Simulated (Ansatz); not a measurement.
# The perfect armchair graphene nanoribbon (N = 15, H edges), part 2 of 4

What gap, if any, does the armchair graphene nanoribbon (N = 15, H edges) have, and how does it change with the functional and under strain?

Ansatz 0.2.0; DFT PBE, plane waves, PAW; relaxation of a wire's period (the session's first sound run).

So far. Step 2 (The relaxed wire): The cell's length comes to 4.286 Å with spin left out.

## 3. The wire at its relaxed period

This step: DFT PBE, plane waves, PAW; bands of a perfect wire (Ansatz 0.2.0).

At the relaxed period the bands are computed along the axis; those that cross an energy going forward count the channels that a perfect wire would open there.

Contents of input.yaml:

```yaml
crystal:
  lattice:
    - [26.07, 0.0, 0.0]
    - [0.0, 7.0, 0.0]
    - [0.0, 0.0, 4.2861917399]
  atoms:
    - { symbol: C, position: [0.170134017, 0.5, 0.006750715] }
    - { symbol: C, position: [0.263513217, 0.5, 0.999913448] }
    - { symbol: C, position: [0.358209922, 0.5, 0.999590986] }
    - { symbol: C, position: [0.452782149, 0.5, 0.000250557] }
    - { symbol: C, position: [0.547217851, 0.5, 0.000250557] }
    - { symbol: C, position: [0.641790078, 0.5, 0.999590986] }
    - { symbol: C, position: [0.736486783, 0.5, 0.999913448] }
    - { symbol: C, position: [0.829865983, 0.5, 0.006750715] }
    - { symbol: C, position: [0.170134017, 0.5, 0.326582618] }
    - { symbol: C, position: [0.263513217, 0.5, 0.333419885] }
    - { symbol: C, position: [0.358209922, 0.5, 0.333742348] }
    - { symbol: C, position: [0.452782149, 0.5, 0.333082777] }
    - { symbol: C, position: [0.547217851, 0.5, 0.333082777] }
    - { symbol: C, position: [0.641790078, 0.5, 0.333742348] }
    - { symbol: C, position: [0.736486783, 0.5, 0.333419885] }
    - { symbol: C, position: [0.829865983, 0.5, 0.326582618] }
    - { symbol: H, position: [0.133401528, 0.5, 0.446742977] }
    - { symbol: H, position: [0.866598472, 0.5, 0.446742977] }
    - { symbol: C, position: [0.216323142, 0.5, 0.498749719] }
    - { symbol: C, position: [0.311019191, 0.5, 0.500603936] }
    - { symbol: C, position: [0.405409118, 0.5, 0.500139903] }
    - { symbol: C, position: [0.5, 0.5, 0.499722309] }
    - { symbol: C, position: [0.594590882, 0.5, 0.500139903] }
    - { symbol: C, position: [0.688980809, 0.5, 0.500603936] }
    - { symbol: C, position: [0.783676858, 0.5, 0.498749719] }
    - { symbol: C, position: [0.216323142, 0.5, 0.834583614] }
    - { symbol: C, position: [0.311019191, 0.5, 0.832729397] }
    - { symbol: C, position: [0.405409118, 0.5, 0.83319343] }
    - { symbol: C, position: [0.5, 0.5, 0.833611024] }
    - { symbol: C, position: [0.594590882, 0.5, 0.83319343] }
    - { symbol: C, position: [0.688980809, 0.5, 0.832729397] }
    - { symbol: C, position: [0.783676858, 0.5, 0.834583614] }
    - { symbol: H, position: [0.133401528, 0.5, 0.886590356] }
    - { symbol: H, position: [0.866598472, 0.5, 0.886590356] }
kpoints:
  mp_grid: { grid: [1, 1, 19] }
  band_path: { path: ["Γ", Z], npoints: 50 }
scf:
  occupations: { method: fermi_dirac, width: 0.05 }
hamiltonian:
  xc: pbe
output:
  dos: { e_range: [-5, 4] }
  write_potential: true
  write_density: true
  volumetric_format: npy
  elf: true
```

Started as:

```console
ansatz run input.yaml --threads 4 --pin off --max-ram 16384MiB --backend cpu --events-out ev --progress --plain --runs-dir out
```

Numbers of over 12 decimals in the logs are rounded to 6 here.

Log:

```text
[...]
Crystal: 34 atoms, lattice volume = 782.187 Å³
Basis set: ecut = 420 eV, 15323 PW (Γ)
Bands: 96, of which v1, the nominal top of the filled ones, is band 62 counted from 1 (61 counted from 0)
Symmetry: 8 space group operations
[...]
k-points: 10 of 19
[...]
SCF iter   1: F=—  HF=-7591.488637 eV  |F-HF|=—  |Δ(HF+E_count)|=         —  Δρ=2.67e-3  dr2=1.61e-1  ethr=1.77e-3  ⟨swp⟩=10.2  Hψ=5670  notcnv=0  defer=182
[...]
SCF iter   9: F=-7591.456099 eV  HF=-7591.456099 eV  |F-HF|=4.37e-8  |Δ(HF+E_count)|=   7.39e-7  Δρ=1.91e-6  dr2=3.24e-8  ethr=8.06e-11  ⟨swp⟩=26.6  Hψ=7062  notcnv=0
SCF 1 converged in 9 iterations: F = -7591.456099 eV  dr2 = 3.24e-8
[...]
NSCF: frozen V_eff on 51 k-points
WARN: The output density's exchange-correlation potential varies sharply where the density is thin. Do not read a vacuum level from v_tot or v_xc, or from such a field of the output density. On a cell that repeats whose density bears no net charge and no dipole along the vacuum's axis use v_es (v_loc + v_h of the components); under efield.dipole_correction with no amplitude use v_es + v_field, which holds any externa [...]
SCF converged after 9 iterations
Free energy (F): -7591.456099 eV
[...]
Internal energy: -7591.455641 eV  (E = F + TS)
E sigma→0 (E₀):  -7591.455870 eV
Entropy (-TS):   -0.000458 eV (-0.013 meV/atom)
Fermi energy:    -0.148373 eV
[...]
--- Band table (eV; the first three rows and the last of 10) ---
  k-point 0: bands = [... 58 lower, -1.7313, -1.1438, -0.8341, -0.3946, 0.0978, 0.5503, 0.7811, 1.2150, ... 30 higher]
  k-point 1: bands = [... 58 lower, -1.8438, -1.2892, -0.9096, -0.6702, 0.3697, 0.6132, 0.9325, 1.3485, ... 30 higher]
  k-point 2: bands = [... 58 lower, -1.8827, -1.6348, -1.1062, -1.1002, 0.7732, 0.7893, 1.2956, 1.5519, ... 30 higher]
  k-point 9: bands = [... 58 lower, -3.2692, -2.9205, -2.6906, -2.5297, 1.6178, 1.8562, 2.0971, 2.6639, ... 30 higher]
```

The job ended after 77 s (4 threads of Arm Neoverse V1, shared host; peak memory 3 GiB; 5.1 min of CPU time).

Reading the cycles: dr2 is the Hartree energy of the density residual (eV), the measure of convergence; HF is the Harris–Foulkes estimate of the energy, which meets the free energy F at convergence.

This step gave:

```
band gap : 0.4924 eV
```

The electronic bands at the labelled points (eV, zero at the Fermi level):

| point | band 59 | band 60 | band 61 | band 62 | band 63 | band 64 | band 65 | band 66 |
| --- | --- | --- | --- | --- | --- | --- | --- | --- |
| Γ | -1.58 | -1.00 | -0.69 | -0.25 | 0.25 | 0.70 | 0.93 | 1.36 |
| halfway | -2.57 | -2.17 | -1.90 | -1.77 | 1.56 | 1.61 | 2.11 | 2.32 |
| Z | -3.21 | -2.72 | -2.59 | -2.38 | 1.76 | 2.06 | 2.18 | 2.93 |

Electrostatic potential energy in the ca plane at fractional y = 0.500, with atoms of C and H within 0.2 Å of it. With pseudopotentials it is smooth inside the atoms' cores, unlike the true potential.

Values in eV, 24 rows by 14 columns, each cell a mean:
```
  3   3   3   3   3   3   3   3   3   3   3   3   3   3
  3   3   3   3   3   3   3   3   3   3   3   3   3   3
  1   2   3   2   2  -2  -8  -3   1   2   1  -2  -7  -5
-37 -25 -11 -20 -34 -39 -34 -12  -1   1   0  -7 -28 -39
-37 -25 -11 -20 -34 -39 -36 -29 -18  -7 -13 -27 -34 -38
-22 -12  -5  -9 -19 -31 -43 -44 -29 -12 -22 -41 -44 -35
-52 -36 -15 -27 -49 -50 -33 -14  -7  -3  -5 -12 -26 -46
-10  -4  -2  -3  -8 -24 -50 -59 -41 -17 -31 -56 -55 -33
-62 -42 -17 -32 -58 -57 -33  -9  -3  -1  -2  -7 -24 -51
-10  -4  -2  -3  -8 -24 -49 -59 -40 -16 -31 -56 -55 -33
-52 -36 -15 -28 -49 -50 -33 -15  -7  -3  -5 -12 -27 -46
-22 -12  -5  -9 -19 -30 -42 -43 -29 -12 -22 -40 -44 -34
-34 -22  -9 -17 -31 -38 -37 -30 -19  -8 -14 -28 -35 -38
-40 -27 -11 -20 -37 -41 -35 -25 -15  -6 -11 -22 -32 -40
-17  -9  -3  -6 -14 -28 -45 -49 -33 -14 -26 -46 -48 -34
-57 -39 -16 -30 -54 -54 -33 -12  -5  -2  -4 -10 -25 -49
 -9  -3  -1  -2  -7 -23 -51 -61 -42 -17 -32 -57 -57 -33
-60 -41 -17 -32 -57 -56 -33  -9  -4  -1  -3  -7 -24 -51
-13  -6  -2  -4 -10 -26 -48 -55 -37 -15 -28 -52 -53 -34
-49 -35 -16 -28 -47 -47 -32 -18  -9  -3  -7 -15 -27 -43
-23 -15  -6 -11 -21 -29 -33 -14  -1   1   0  -8 -29 -32
  2   3   3   3   2   1  -1   0   2   2   2   1  -1   0
  3   3   3   3   3   3   3   3   3   3   3   3   3   3
  3   3   3   3   3   3   3   3   3   3   3   3   3   3
```
Columns run along c (4.3 Å; values clipped at the 3rd and 97th percentile), rows up along a (26.1 Å). Atoms in or near the plane, at fractional coordinates: C at (0.01, 0.17), C at (0.00, 0.26), C at (0.00, 0.36), C at (0.00, 0.45), C at (0.00, 0.55), C at (0.00, 0.64), C at (0.00, 0.74), C at (0.01, 0.83), C at (0.33, 0.17), C at (0.33, 0.26), C at (0.33, 0.36), C at (0.33, 0.45), C at (0.33, 0.55), C at (0.33, 0.64) and more.

ELF in the ca plane at fractional y = 0.500, with atoms of C and H within 0.2 Å of it. It is the smooth field of the valence electrons, not physical close to the nuclei.

Ten even steps from '_' (0.00 × 1e-1) to '@' (9.52 × 1e-1), each cell a mean:
```
____________________________
__________....__________....
**::__..++@@@@%%==__::##@@@@
**++**++++##@@%%++__--%%@@%%
++==++++==####++======++####
**==----++##**==++****==**##
==++##**==++##**--::--++##**
**--..::++##**--**%%##--++##
--**%%##--++##**--..::++##**
**--..::++##**--**%%##--++##
==++##**==++##**--::--++##**
**==----++####==++****==**##
++==++++++####++======++####
++++**++==**##**======++####
**------++##**==++##**==++##
--++%%##--++##**--::::++##**
**--..::++##**--**%%##--++##
--**%%##--++##**--..::++##**
**--::::++##**--++%%**==++##
==++##**==**##**==----++##**
##++==++##@@@@@@**__--@@@@@@
++..____==%%@@##--__..**%%%%
____________________________
____________________________
```
Columns run along c (4.3 Å), rows up along a (26.1 Å). Atoms in or near the plane, at fractional coordinates: C at (0.01, 0.17), C at (0.00, 0.26), C at (0.00, 0.36), C at (0.00, 0.45), C at (0.00, 0.55), C at (0.00, 0.64), C at (0.00, 0.74), C at (0.01, 0.83), C at (0.33, 0.17), C at (0.33, 0.26), C at (0.33, 0.36), C at (0.33, 0.45), C at (0.33, 0.55), C at (0.33, 0.64) and more.

Valence density in the ca plane at fractional y = 0.500, with atoms of C and H within 0.2 Å of it. It is the smooth field of the valence electrons, not physical close to the nuclei.

Ten even steps from '0' (0.0 e/Å³) to '9' (1.9 e/Å³), each cell a mean:
```
00000000000000
00000000000000
00000111000011
75556883100278
75556996434589
53235897656799
87678985222479
42113799877898
98788984211379
42113798877898
87678985222479
53235897656799
65446896434689
76556996433589
53224798766798
87778984212379
42113799878898
98778984211379
42124798767898
87677985322479
54335783100278
00000000000000
00000000000000
00000000000000
```
Columns run along c (4.3 Å), rows up along a (26.1 Å). Atoms in or near the plane, at fractional coordinates: C at (0.01, 0.17), C at (0.00, 0.26), C at (0.00, 0.36), C at (0.00, 0.45), C at (0.00, 0.55), C at (0.00, 0.64), C at (0.00, 0.74), C at (0.01, 0.83), C at (0.33, 0.17), C at (0.33, 0.26), C at (0.33, 0.36), C at (0.33, 0.45), C at (0.33, 0.55), C at (0.33, 0.64) and more.

The gap is 0.492 eV, with spin left out.

## 4. Another level of theory, k-mesh 1×1×14

This step: DFT LDA, plane waves, PAW; bands of a perfect wire at the PBE geometry (Ansatz 0.2.0).

The atoms stay at the PBE geometry and the functional changes. At fixed atoms LDA and the gradient-corrected functionals usually give like bands; this run checks that. Against the first PBE run of this kind, the mesh along the wire has 14 points against 19.

Changes to input.yaml since step 3:

```diff
@@ -41,3 +41,3 @@
 kpoints:
-  mp_grid: { grid: [1, 1, 19] }
+  mp_grid: { grid: [1, 1, 14] }
   band_path: { path: ["Γ", Z], npoints: 50 }
@@ -46,8 +46,2 @@
 hamiltonian:
-  xc: pbe
-output:
-  dos: { e_range: [-5, 4] }
-  write_potential: true
-  write_density: true
-  volumetric_format: npy
-  elf: true
+  xc: lda
```

Log:

```text
[...]
Crystal: 34 atoms, lattice volume = 782.187 Å³
Basis set: ecut = 420 eV, 15323 PW (Γ)
Bands: 96, of which v1, the nominal top of the filled ones, is band 62 counted from 1 (61 counted from 0)
Symmetry: 8 space group operations
[...]
k-points: 8 of 14
[...]
SCF iter   1: F=—  HF=-7350.198631 eV  |F-HF|=—  |Δ(HF+E_count)|=         —  Δρ=4.63e-3  dr2=2.07e-1  ethr=1.77e-3  ⟨swp⟩=10.8  Hψ=4640  notcnv=0  defer=141
[...]
SCF iter   9: F=-7350.163245 eV  HF=-7350.163245 eV  |F-HF|=1.81e-8  |Δ(HF+E_count)|=   1.61e-7  Δρ=1.94e-6  dr2=4.85e-8  ethr=8.06e-11  ⟨swp⟩=28.6  Hψ=5686  notcnv=0
SCF 1 converged in 9 iterations: F = -7350.163245 eV  dr2 = 4.85e-8
[...]
SCF converged after 9 iterations
Free energy (F): -7350.163245 eV
[...]
Internal energy: -7350.162605 eV  (E = F + TS)
E sigma→0 (E₀):  -7350.162925 eV
Entropy (-TS):   -0.000640 eV (-0.019 meV/atom)
Fermi energy:    -0.410362 eV
[...]
--- Band table (eV; the first three rows and the last of 8) ---
  k-point 0: bands = [... 58 lower, -1.9866, -1.4007, -1.0959, -0.6539, -0.1668, 0.2863, 0.5089, 0.9304, ... 30 higher]
  k-point 1: bands = [... 58 lower, -2.1268, -1.6562, -1.2290, -1.0797, 0.2508, 0.3945, 0.7744, 1.1704, ... 30 higher]
  k-point 2: bands = [... 58 lower, -2.1970, -2.1731, -1.6774, -1.5505, 0.6473, 0.8273, 1.2435, 1.3454, ... 30 higher]
  k-point 7: bands = [... 58 lower, -3.6221, -3.1298, -2.9979, -2.7815, 1.2993, 1.6083, 1.7217, 2.4826, ... 30 higher]
```

Run time: 69 s. Hardware: 4 threads; peak memory 2.8 GiB.

This step gave:

- energy at zero smearing: -7350.1629 eV
- band gap: 0.4871 eV

The electronic bands at the labelled points (eV, zero at the Fermi level):

| point | band 59 | band 60 | band 61 | band 62 | band 63 | band 64 | band 65 | band 66 |
| --- | --- | --- | --- | --- | --- | --- | --- | --- |
| Γ | -1.58 | -0.99 | -0.69 | -0.24 | 0.24 | 0.70 | 0.92 | 1.34 |
| halfway | -2.57 | -2.17 | -1.90 | -1.77 | 1.54 | 1.58 | 2.10 | 2.29 |
| Z | -3.21 | -2.72 | -2.59 | -2.37 | 1.71 | 2.02 | 2.13 | 2.89 |

The gap is 0.487 eV, against 0.492 eV under PBE at the relaxed period.

## 5. Levels at the same atoms, k-mesh 1×1×14

This step: DFT PBEsol, plane waves, PAW; bands of a perfect wire at the PBE geometry (Ansatz 0.2.0).

The atoms stay at the PBE geometry and the functional changes. At fixed atoms LDA and the gradient-corrected functionals usually give like bands; this run checks that. Against the first PBE run of this kind, the mesh along the wire has 14 points against 19.

Changes to input.yaml since step 4:

```diff
@@ -46,2 +46,2 @@
 hamiltonian:
-  xc: lda
+  xc: pbesol
```

Log:

```text
[...]
Crystal: 34 atoms, lattice volume = 782.187 Å³
Basis set: ecut = 420 eV, 15323 PW (Γ)
Bands: 96, of which v1, the nominal top of the filled ones, is band 62 counted from 1 (61 counted from 0)
Symmetry: 8 space group operations
[...]
k-points: 8 of 14
[...]
--- Band table (eV; the first three rows and the last of 8) ---
  k-point 0: bands = [... 58 lower, -1.7887, -1.2005, -0.8918, -0.4505, 0.0409, 0.4946, 0.7213, 1.1486, ... 30 higher]
  k-point 1: bands = [... 58 lower, -1.9253, -1.4561, -1.0262, -0.8773, 0.4602, 0.6048, 0.9875, 1.3888, ... 30 higher]
  k-point 2: bands = [... 58 lower, -1.9973, -1.9727, -1.4766, -1.3498, 0.8618, 1.0405, 1.4618, 1.5609, ... 30 higher]
  k-point 7: bands = [... 58 lower, -3.4243, -2.9337, -2.8008, -2.5857, 1.5316, 1.8364, 1.9589, 2.7125, ... 30 higher]
[key lines of the parts left out:]
SCF converged after 9 iterations
Free energy (F): -7462.628357 eV
Fermi energy:    -0.204818 eV
```

The job ended after 70 s (4 threads; peak memory 2.8 GiB).

The electronic bands at the labelled points (eV, zero at the Fermi level):

```
  point  band 59  band 60  band 61  band 62  band 63  band 64  band 65  band 66
      Γ    -1.58    -1.00    -0.69    -0.25     0.25     0.70     0.93     1.35
halfway    -2.57    -2.18    -1.90    -1.77     1.56     1.60     2.11     2.31
      Z    -3.22    -2.73    -2.60    -2.38     1.74     2.04     2.16     2.92
```

The gap is 0.491 eV, against 0.492 eV under PBE at the relaxed period.

## 6. Levels at the same atoms, cutoff 500 eV, k-mesh 1×1×14

This step: DFT r2SCAN, plane waves, PAW; bands of a perfect wire at the PBE geometry (Ansatz 0.2.0).

The atoms stay at the PBE geometry and the functional changes. r2SCAN also reads the kinetic-energy density; it often gives larger moments and wider gaps than PBE, at a higher cost. Against the first PBE run of this kind, the cutoff is 500 eV against 420 and the mesh along the wire has 14 points against 19.

Changes to input.yaml since step 5:

```diff
@@ -46,2 +46,2 @@
 hamiltonian:
-  xc: pbesol
+  xc: r2scan
```

Log:

```text
[...]
Crystal: 34 atoms, lattice volume = 782.187 Å³
Basis set: ecut = 500 eV, 19801 PW (Γ), exchange–correlation on 768×216×128 points (64 copies of the dense FFT grid, shifted against one another)
Bands: 96, of which v1, the nominal top of the filled ones, is band 62 counted from 1 (61 counted from 0)
Symmetry: 8 space group operations
[...]
k-points: 8 of 14
[...]
--- Band table (eV; the first three rows and the last of 8) ---
  k-point 0: bands = [... 58 lower, -1.8571, -1.2317, -0.9000, -0.4338, 0.0958, 0.5754, 0.8266, 1.2913, ... 30 higher]
  k-point 1: bands = [... 58 lower, -1.9967, -1.5006, -1.0443, -0.8854, 0.5415, 0.6958, 1.1083, 1.5448, ... 30 higher]
  k-point 2: bands = [... 58 lower, -2.0709, -2.0495, -1.5204, -1.3898, 0.9756, 1.1618, 1.6161, 1.7180, ... 30 higher]
  k-point 7: bands = [... 58 lower, -3.5787, -3.0728, -2.9264, -2.7059, 1.7172, 2.0367, 2.1682, 2.9630, ... 30 higher]
[key lines of the parts left out:]
SCF converged after 9 iterations
Free energy (F): -7612.864917 eV
Fermi energy:    -0.168975 eV
```

The job ended after 1.9 min (4 threads; peak memory 4.4 GiB; 7.6 min of CPU time).

Electronic bands along the path, in eV, zero at the Fermi level:

```
  point  band 59  band 60  band 61  band 62  band 63  band 64  band 65  band 66
      Γ    -1.69    -1.06    -0.73    -0.26     0.26     0.74     1.00     1.46
halfway    -2.73    -2.31    -2.03    -1.89     1.68     1.73     2.26     2.48
      Z    -3.41    -2.90    -2.76    -2.54     1.89     2.21     2.34     3.13
```

The gap is 0.530 eV, against 0.492 eV under PBE at the relaxed period.

## 7. Comparing the runs

Times are for 4 threads of Arm Neoverse V1, shared host. The runs compared:

| no. | level | band gap (eV) | time | memory (GiB) |
| --- | --- | --- | --- | --- |
| 1 | LDA | 0.4871 | 69 s | 2.8 |
| 2 | PBEsol | 0.4913 | 70 s | 2.8 |
| 3 | r2SCAN | 0.5296 | 1.9 min | 4.4 |

[end of part 2 of 4]

[Logs are printed without paths, hosts, clocks, repeated set-up lines and the standing remarks that a program may print on its own settings, such as how far it seeks lower states.]

[Hosts, paths, dates, database ids (printed as entryN), source tags and the programs' standing remarks are cut or masked in the printed files.]
